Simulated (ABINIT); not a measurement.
Crystal: Pd.

```
Pd
1.0
     0.00000    1.94650    1.94650
     1.94650    0.00000    1.94650
     1.94650    1.94650    0.00000
Pd
1
Direct
  0.00000 0.00000 0.00000
```

Program: ABINIT 10.8.3 (patched build). Alike in all runs: task band structure; potentials or basis JTH PAW PBE v2.0; no spin polarisation; cell as given; k mesh 12 × 12 × 12; smearing fermi-dirac 0.05 eV.

Question: Order these runs on this cell by their pressure, lowest first.
A. level PBEsol; cutoff (eV) 599; fine-grid cutoff 1197.3 eV
B. level LDA; cutoff (eV) 707; fine-grid cutoff 1306.15 eV
C. level BLYP; cutoff (eV) 707; fine-grid cutoff 1306.15 eV
D. level RPBE; cutoff (eV) 707; fine-grid cutoff 1306.15 eV
E. level SCAN; cutoff (eV) 707; fine-grid cutoff 1306.15 eV

Answer: B (-9.0 GPa), A (-3.0 GPa), E (0.1 GPa), D (11.1 GPa), C (17.8 GPa).

Caveats: the PAW data sets were made with another functional, which shifts forces and pressure a little.

Runs at the PBE level aren't shown here.
